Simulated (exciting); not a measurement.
# Zn (P6_3/mmc) in exciting: notebook

Aim: see how the results for Zn move with the level of theory and the settings. Levels: PBE, RPBE, LDA. Tasks: single point.

Program: exciting (release sodium). These are calculated values, not measurements. Logs are shortened: lines on timing, memory, paths and dates and some standing lists are left out, and cuts for length are marked.

## Step 1: The crystal as given

The structure is hexagonal, space group P6_3/mmc (No. 194). Conventional cell: a = 2.670 Å, b = 2.670 Å, c = 4.966 Å, α = 90.00°, β = 90.00°, γ = 120.00°. Around Zn (site symmetry -6m2) lie 12 Zn at 2.67 to 2.92 Å.

## Step 2: Single point, PBE

input.xml reads:

```xml
<input>
  <title>Zn</title>
  <structure speciespath="./" tshift="false">
    <crystal scale="1">
      <basevect>5.045568752751 0.000000000000 0.000000000000</basevect>
      <basevect>-2.522784376375 4.369590716415 0.000000000000</basevect>
      <basevect>0.000000000000 0.000000000000 9.384379934892</basevect>
    </crystal>
    <species speciesfile="Zn.xml" rmt="2">
      <atom coord="0.666666666700 0.333333333300 0.750000000000"/>
      <atom coord="0.333333333300 0.666666666700 0.250000000000"/>
    </species>
  </structure>
  <groundstate do="fromscratch" ngridk="11 11 6" rgkmax="9" gmaxvr="14" lmaxapw="10" lmaxmat="10" lmaxvr="8" xctype="GGA_PBE" stype="Gaussian" swidth="0.00183747" nempty="10" ValenceRelativity="iora*" epsengy="1e-05" epspot="1e-05" maxscl="60" tforce="true" outputlevel="high"/>
</input>
```

Potentials or basis: all-electron LAPW+lo, shipped species files, valence relativity iora*.

Started as:

```
OMP_NUM_THREADS=1 exciting_smp
```

INFO.OUT:

```text
================================================================================
EXCITING SODIUM started
[... 10 lines left out ...]

 Lattice vectors (cartesian) :
      5.0455687528      0.0000000000      0.0000000000
     -2.5227843764      4.3695907164      0.0000000000
      0.0000000000      0.0000000000      9.3843799349

 Reciprocal lattice vectors (cartesian) :
      1.2452878189      0.7189672575     -0.0000000000
      0.0000000000      1.4379345149      0.0000000000
      0.0000000000     -0.0000000000      0.6695365438

 Unit cell volume                           :     206.8980849071
 Brillouin zone volume                      :       1.1989004807

 Species :    1 (Zn)
     parameters loaded from                 :    Zn.xml
     name                                   :    zinc
     nuclear charge                         :     -30.00000000
     electronic charge                      :      30.00000000
     atomic mass                            :  119198.67800000
     muffin-tin radius                      :       2.00000000
     # of radial points in muffin-tin       :     350

     atomic positions (lattice) :
       1 :   0.66666667  0.33333333  0.75000000
       2 :   0.33333333  0.66666667  0.25000000

 Total number of atoms per unit cell        :       2

 Spin treatment                             :    spin-unpolarised

 Number of Bravais lattice symmetries       :      24
 Number of crystal symmetries               :      12

 k-point grid                               :      11   11    6
 Total number of k-points                   :      84
 k-point set is reduced with crystal symmetries

 R^MT_min * |G+k|_max (rgkmax)              :       9.00000000
 Species with R^MT_min                      :       1 (Zn)
 Maximum |G+k| for APW functions            :       4.50000000
 Maximum |G| for potential and density      :      14.00000000
 Polynomial order for pseudochg. density    :       9

 G-vector grid sizes                        :      24    24    45
 Total number of G-vectors                  :    9677

 Maximum angular momentum used for
     APW functions                          :      10
     computing H and O matrix elements      :      10
     potential and density                  :       8
     inner part of muffin-tin               :       2

 Total nuclear charge                       :     -60.00000000
 Total electronic charge                    :      60.00000000
 Total core charge                          :      24.00000000
 Total valence charge                       :      36.00000000

 Effective Wigner radius, r_s               :       0.93721422

 Number of empty states                     :      10
 Total number of valence states             :      29

 Maximum Hamiltonian size                   :     362
 Maximum number of plane-waves              :     338
 Total number of local-orbitals             :      24

 Exchange-correlation type                  :      20
     Perdew-Burke-Ernzerhof, Phys. Rev. Lett. 77, 3865 (1996)
     Generalised gradient approximation (GGA)

 Smearing scheme                            :    Gaussian
 Smearing width                             :       0.00183747

[... 7 lines left out ...]
* Groundstate module started                                                   *
********************************************************************************
 Output level for this task is set to high

++++++++++++++++++++++++++++++++++++++++++++++++++++++++++++++++++++++++++++++++
[... 5 lines left out ...]
+ SCF iteration number :    1                                                  +
++++++++++++++++++++++++++++++++++++++++++++++++++++++++++++++++++++++++++++++++
 Total energy                               :     -3584.61441571
 _______________________________________________________________
 Fermi energy                               :         0.27609955
 Kinetic energy                             :      3662.30986467
 Coulomb energy                             :     -7103.90171236
 Exchange energy                            :      -140.11742366
 Correlation energy                         :        -2.90514435
 Sum of eigenvalues                         :     -2052.94723487
 Effective potential energy                 :     -5715.25709954
 Coulomb potential energy                   :     -5529.33000932
 xc potential energy                        :      -185.92709022
 Hartree energy                             :      1104.73584878
 Electron-nuclear energy                    :     -7738.80170688
 Nuclear-nuclear energy                     :      -469.83585426
 Madelung energy                            :     -4339.23670770
 Core-electron kinetic energy               :         0.00000000

 DOS at Fermi energy (states/Ha/cell)       :        20.99054662

 Electron charges :
     core                                   :        24.00000000
     core leakage                           :         0.00174325
     valence                                :        36.00000000
     interstitial                           :         3.90228221
     charge in muffin-tin spheres :
                  atom     1    Zn          :        28.04885890
                  atom     2    Zn          :        28.04885890
     total charge in muffin-tins            :        56.09771779
     total charge                           :        60.00000000

++++++++++++++++++++++++++++++++++++++++++++++++++++++++++++++++++++++++++++++++
+ SCF iteration number :    2                                                  +
++++++++++++++++++++++++++++++++++++++++++++++++++++++++++++++++++++++++++++++++
 Total energy                               :     -3591.15239613
 _______________________________________________________________
 Fermi energy                               :         0.26948473
 Kinetic energy                             :      3659.32175113
 Coulomb energy                             :     -7107.17518360
 Exchange energy                            :      -140.39122339
 Correlation energy                         :        -2.90774027
 Sum of eigenvalues                         :     -2054.77479591
 Effective potential energy                 :     -5714.09654704
 Coulomb potential energy                   :     -5527.80492772
 xc potential energy                        :      -186.29161932
 Hartree energy                             :      1109.53440163
 Electron-nuclear energy                    :     -7746.87373097
 Nuclear-nuclear energy                     :      -469.83585426
 Madelung energy                            :     -4343.27271975
 Core-electron kinetic energy               :         0.00000000
[... 437 lines left out ...]
++++++++++++++++++++++++++++++++++++++++++++++++++++++++++++++++++++++++++++++++
+ SCF iteration number :   14                                                  +
++++++++++++++++++++++++++++++++++++++++++++++++++++++++++++++++++++++++++++++++
 Total energy                               :     -3592.23009053
 _______________________________________________________________
 Fermi energy                               :         0.25962048
 Kinetic energy                             :      3657.99934421
 Coulomb energy                             :     -7106.90614997
 Exchange energy                            :      -140.41510136
 Correlation energy                         :        -2.90818341
 Sum of eigenvalues                         :     -2055.38809412
 Effective potential energy                 :     -5713.38743833
 Coulomb potential energy                   :     -5527.06381539
 xc potential energy                        :      -186.32362294
 Hartree energy                             :      1110.00648031
 Electron-nuclear energy                    :     -7747.07677602
 Nuclear-nuclear energy                     :      -469.83585426
 Madelung energy                            :     -4343.37424227
 Core-electron kinetic energy               :         0.00000000

 DOS at Fermi energy (states/Ha/cell)       :        21.73354976

 Electron charges :
     core                                   :        24.00000000
     core leakage                           :         0.00168502
     valence                                :        36.00000000
     interstitial                           :         3.78780166
     charge in muffin-tin spheres :
                  atom     1    Zn          :        28.10609917
                  atom     2    Zn          :        28.10609917
     total charge in muffin-tins            :        56.21219834
     total charge                           :        60.00000000

 RMS change in effective potential (target) :  0.186659E-09  ( 0.100000E-04)
 Absolute change in total energy   (target) :  0.305718E-07  ( 0.100000E-04)
 Charge distance                   (target) :  0.518246E-10  ( 0.100000E-04)
 Abs. change in max-nonIBS-force   (target) :  0.122093E-08  ( 0.500000E-04)

++++++++++++++++++++++++++++++++++++++++++++++++++++++++++++++++++++++++++++++++
| Convergency criteria checked for the last 2 iterations                       +
| Convergence targets achieved. Performing final SCF iteration                 +
++++++++++++++++++++++++++++++++++++++++++++++++++++++++++++++++++++++++++++++++
 Total energy                               :     -3592.23009055
 _______________________________________________________________
 Fermi energy                               :         0.25962048
 Kinetic energy                             :      3657.99934421
 Coulomb energy                             :     -7106.90614998
 Exchange energy                            :      -140.41510136
 Correlation energy                         :        -2.90818341
 Sum of eigenvalues                         :     -2055.38809412
 Effective potential energy                 :     -5713.38743833
 Coulomb potential energy                   :     -5527.06381540
 xc potential energy                        :      -186.32362294
 Hartree energy                             :      1110.00648032
 Electron-nuclear energy                    :     -7747.07677604
 Nuclear-nuclear energy                     :      -469.83585426
 Madelung energy                            :     -4343.37424228
 Core-electron kinetic energy               :         0.00000000

 DOS at Fermi energy (states/Ha/cell)       :        21.73354976

 Electron charges :
     core                                   :        24.00000000
     core leakage                           :         0.00168502
     valence                                :        36.00000000
     interstitial                           :         3.78780166
     charge in muffin-tin spheres :
                  atom     1    Zn          :        28.10609917
                  atom     2    Zn          :        28.10609917
     total charge in muffin-tins            :        56.21219834
     total charge                           :        60.00000000

++++++++++++++++++++++++++++++++++++++++++++++++++++++++++++++++++++++++++++++++
+ Self-consistent loop stopped                                                 +
++++++++++++++++++++++++++++++++++++++++++++++++++++++++++++++++++++++++++++++++
 STATE.OUT is written

--------------------------------------------------------------------------------
- Writing atomic positions and forces                                          -
--------------------------------------------------------------------------------

 Atomic positions (lattice) :
 atom     1  Zn  :     0.66666667    0.33333333    0.75000000
 atom     2  Zn  :     0.33333333    0.66666667    0.25000000

 Total atomic forces including IBS (cartesian) :
 atom     1  Zn  :     0.00000000   -0.00000000   -0.00003934
 atom     2  Zn  :    -0.00000000    0.00000000    0.00003934

 Atomic force components including IBS (cartesian) :
 atom     1  Zn  :    -0.00000000    0.00000000   -0.00024052   HF force
                 :     0.00000000    0.00000000    0.00007736   core correction
                 :    -0.00000000    0.00000000    0.00012382   IBS correction
 atom     2  Zn  :     0.00000000   -0.00000000    0.00024052   HF force
                 :    -0.00000000   -0.00000000   -0.00007736   core correction
                 :     0.00000000    0.00000000   -0.00012382   IBS correction

********************************************************************************
* Groundstate module stopped                                                   *
********************************************************************************

================================================================================
| EXCITING SODIUM stopped                                                      =
================================================================================
```

Wall time 3.5 min (1 thread of Intel Xeon Platinum 8175M at 2.50GHz (Skylake/Cascade Lake), shared host); peak memory 0.14 GiB.

Results:

* Free energy: -97749.5615 eV
* Band gap on the k mesh: none (metal or under the smearing width)
* All electrons inside the program's atomic spheres: Zn 28.11 (radii Zn 2.0 bohr)

Forces in eV/Å, atoms in the order of the input:
```
Zn   0.000  0.000 -0.002
Zn   0.000  0.000  0.002
```

## Step 3: Single point, PBE

Edit input.xml of step 2 so:

```diff
@@ -13,3 +13,3 @@
   </structure>
-  <groundstate do="fromscratch" ngridk="11 11 6" rgkmax="9" gmaxvr="14" lmaxapw="10" lmaxmat="10" lmaxvr="8" xctype="GGA_PBE" stype="Gaussian" swidth="0.00183747" nempty="10" ValenceRelativity="iora*" epsengy="1e-05" epspot="1e-05" maxscl="60" tforce="true" outputlevel="high"/>
+  <groundstate do="fromscratch" ngridk="11 11 6" rgkmax="9" gmaxvr="14" lmaxapw="10" lmaxmat="10" lmaxvr="8" xctype="GGA_PBE" stype="Methfessel-Paxton 1" swidth="0.00734986" nempty="10" ValenceRelativity="iora*" epsengy="1e-05" epspot="1e-05" maxscl="60" tforce="true" outputlevel="low"/>
 </input>
```

Potentials or basis: all-electron LAPW+lo, shipped species files, valence relativity iora*.

Started as:

```
OMP_NUM_THREADS=1 exciting_smp
```

It took 3.4 min on 1 thread of Intel Xeon Platinum 8175M at 2.50GHz (Skylake/Cascade Lake), shared host; peak memory 0.14 GiB.

It converged, with:

```
Free energy                          : -97749.5616 eV
Band gap on the k mesh               : none (metal or under the smearing width)
Density of states at the Fermi level : 0.59 states/eV per cell
```

Forces on the atoms (eV/Å):
```
Zn   0.000  0.000 -0.002
Zn   0.000  0.000  0.002
```

Levels at points of the mesh, in eV from the Fermi level:
```
           k point  band 15  band 16  band 17  band 18  band 19  band 20  band 21  band 22
(0.00, 0.00, 0.00)    -7.13    -6.92    -6.92    -3.47    -2.93    13.53    17.46    17.46
(0.00, 0.00, 0.50)    -7.01    -7.01    -7.01    -7.01     4.66     4.66    18.70    18.70
```

Caveat: the log's total energy holds no entropy term; the free energy is that total less TS from the occupations.

## Step 4: Single point, RPBE

Edit input.xml of step 3 so:

```diff
@@ -13,3 +13,5 @@
   </structure>
-  <groundstate do="fromscratch" ngridk="11 11 6" rgkmax="9" gmaxvr="14" lmaxapw="10" lmaxmat="10" lmaxvr="8" xctype="GGA_PBE" stype="Methfessel-Paxton 1" swidth="0.00734986" nempty="10" ValenceRelativity="iora*" epsengy="1e-05" epspot="1e-05" maxscl="60" tforce="true" outputlevel="low"/>
+  <groundstate do="fromscratch" ngridk="11 11 6" rgkmax="9" gmaxvr="14" lmaxapw="10" lmaxmat="10" lmaxvr="8" stype="Gaussian" swidth="0.00183747" nempty="10" ValenceRelativity="iora*" epsengy="1e-05" epspot="1e-05" maxscl="60" tforce="true" outputlevel="high">
+    <libxc exchange="XC_GGA_X_RPBE" correlation="XC_GGA_C_PBE"/>
+  </groundstate>
 </input>
```

Started as:

```
OMP_NUM_THREADS=1 exciting_smp
```

Wall time 3.8 min (1 thread of Intel Xeon Platinum 8175M at 2.50GHz (Skylake/Cascade Lake), shared host); peak memory 0.14 GiB.

It converged, with:

```yaml
Free_energy: -97760.3839 eV
Band_gap_on_the_k_mesh: none (metal or under the smearing width)
All_electrons_inside_the_program's_atomic_spheres: Zn 28.10 (radii Zn 2.0 bohr)
```

Levels at points of the mesh, in eV from the Fermi level:
| k point | band 16 | band 17 | band 18 | band 19 | band 20 | band 21 |
| --- | --- | --- | --- | --- | --- | --- |
| (0.00, 0.00, 0.00) | -6.92 | -6.92 | -3.49 | -2.91 | 13.57 | 17.53 |
| (0.00, 0.00, 0.50) | -7.01 | -7.01 | -7.01 | 4.67 | 4.67 | 18.78 |

Caveat: the log's total energy holds no entropy term; the free energy is that total less TS from the occupations.

## Step 5: Single point, LDA

input.xml reads:

```xml
<input>
  <title>Zn</title>
  <structure speciespath="./" tshift="false">
    <crystal scale="1">
      <basevect>5.045568752751 0.000000000000 0.000000000000</basevect>
      <basevect>-2.522784376375 4.369590716415 0.000000000000</basevect>
      <basevect>0.000000000000 0.000000000000 9.384379934892</basevect>
    </crystal>
    <species speciesfile="Zn.xml" rmt="2">
      <atom coord="0.666666666700 0.333333333300 0.750000000000"/>
      <atom coord="0.333333333300 0.666666666700 0.250000000000"/>
    </species>
  </structure>
  <groundstate do="fromscratch" ngridk="11 11 6" rgkmax="9" gmaxvr="14" lmaxapw="10" lmaxmat="10" lmaxvr="8" xctype="LDA_PW" stype="Gaussian" swidth="0.00073499" nempty="10" ValenceRelativity="iora*" epsengy="1e-05" epspot="1e-05" maxscl="60" tforce="true" outputlevel="normal"/>
</input>
```

Started as:

```
OMP_NUM_THREADS=1 exciting_smp
```

Run time: 3.9 min. Hardware: 1 thread of Intel Xeon Platinum 8175M at 2.50GHz (Skylake/Cascade Lake), shared host; peak memory 0.14 GiB.

Results (log left out):

```
Free energy                                       : -97604.1179 eV
Band gap on the k mesh                            : none (metal or under the smearing width)
All electrons inside the program's atomic spheres : Zn 28.12 (radii Zn 2.0 bohr)
```

Levels at points of the mesh, in eV from the Fermi level:
```
           k point  band 15  band 16  band 17  band 18  band 19  band 20  band 21  band 22
(0.00, 0.00, 0.00)    -7.20    -6.99    -6.99    -3.44    -3.00    13.45    17.31    17.31
(0.00, 0.00, 0.50)    -7.08    -7.08    -7.08    -7.08     4.64     4.64    18.53    18.53
```

## Step 6: Overview

```csv
level,smearing,outputlevel,gap on the mesh (eV)
PBE,gaussian 0.05 eV,high,none
PBE,methfessel-paxton 0.2 eV,low,none
RPBE,gaussian 0.05 eV,high,none
LDA,gaussian 0.02 eV,normal,none
```

Alike in all rows: task single point; potentials or basis all-electron LAPW+lo, shipped species files, valence relativity iora*; no spin polarisation; cell as given; k mesh 11 × 11 × 6; rgkmax 9.

Every run on the cell as given and a fine mesh finds a metal.

Caveats: the free energy is that total less TS from the occupations (some runs).

Compare energies only between runs with the same functional and basis.
